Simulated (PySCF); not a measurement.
Molecule: Norbornadiene, C$_{7}$H$_{8}$.

Bonds (- single, = double, # triple, : aromatic): C1=C2 1.336 Å, C2-C3 1.535 Å, C3-C4 1.535 Å, C4=C5 1.336 Å, C5-C6 1.535 Å, C6-C7 1.548 Å, C6-C1 1.535 Å, C7-C3 1.548 Å. C1 carries H8; C2 carries H9; C3 carries H10; C4 carries H11; C5 carries H12; C6 carries H13; C7 carries H14, H15. Stereochemistry as in C1=C[C@H]2C=C[C@@H]1C2.

Geometry PBE0-D3(BJ)/def2-SVP throughout; GIAO in PySCF 2.14.0 with density-fitted response routines, gas phase, one conformer, non-relativistic; equivalent atoms averaged; functional PBE0.

For orientation, 6-31G gives these shifts δ (against TMS at the same level): C1/C2/C4/C5 143.3, C7 77.1, C3/C6 52.3, H8/H9/H11/H12 7.19, H10/H13 3.37, H14/H15 2.46 ppm.

A run gave: C1/C2/C4/C5 151.8, C7 80.4, C3/C6 54.3, H8/H9/H11/H12 7.11, H10/H13 3.52, H14/H15 2.12 ppm (shifts δ (against TMS at the same level)).

Which basis set was used in that run?
A. STO-3G
B. def2-SVP
C. 6-31G*
D. aug-cc-pVDZ
E. cc-pVTZ

## Answers

E. C1/C2/C4/C5 tells them apart best: cc-pVTZ gives 151.8, STO-3G gives 122.4, def2-SVP gives 145.5, 6-31G* gives 140.2, aug-cc-pVDZ gives 145.5 ppm.
